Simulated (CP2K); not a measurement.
Ge:

```
CELL_PARAMETERS angstrom
2.95207 0.00000 0.00000
-1.62959 2.46153 0.00000
0.00000 0.00000 2.69823
ATOMIC_POSITIONS crystal
Ge 0.50000 0.50000 0.00000
```

This isn't the form of Ge at room conditions, which is diamond.

- Program: CP2K 2026.2
- Task: single point
- Functional: PBE
- Potentials or basis: POTENTIAL_UZH Ge GTH-PBE-q4; TZVP-MOLOPT-PBE-GTH basis
- Density cutoff: 6123 eV
- k mesh: 11 × 11 × 10
- Occupations: fermi-dirac, width 0.05 eV
- Spin: no spin polarisation

On this cell: pressure 0.3 GPa; band gap on the k mesh none (metal or under the smearing width).

The same run follows on a disturbed copy (cell strained at random at fixed volume):

```
Ge
1.0
     2.96635    0.00000    0.00000
    -1.70618    2.41857    0.00000
     0.02422    0.03417    2.73294
Ge
1
Direct
  0.51761 0.51484 0.99297
```

What changes?

The energy (extrapolated to zero smearing) moves by +15.0 meV/atom; pressure 0.7 GPa; band gap on the k mesh none (metal or under the smearing width).

Stress tensor (GPa, compression positive):
```
 0.70  2.45 -0.24
 2.45  3.94 -0.29
-0.24 -0.29 -2.56
```

Caveats: the basis of atomic orbitals isn't converged, which shifts pressures, moduli and gaps.
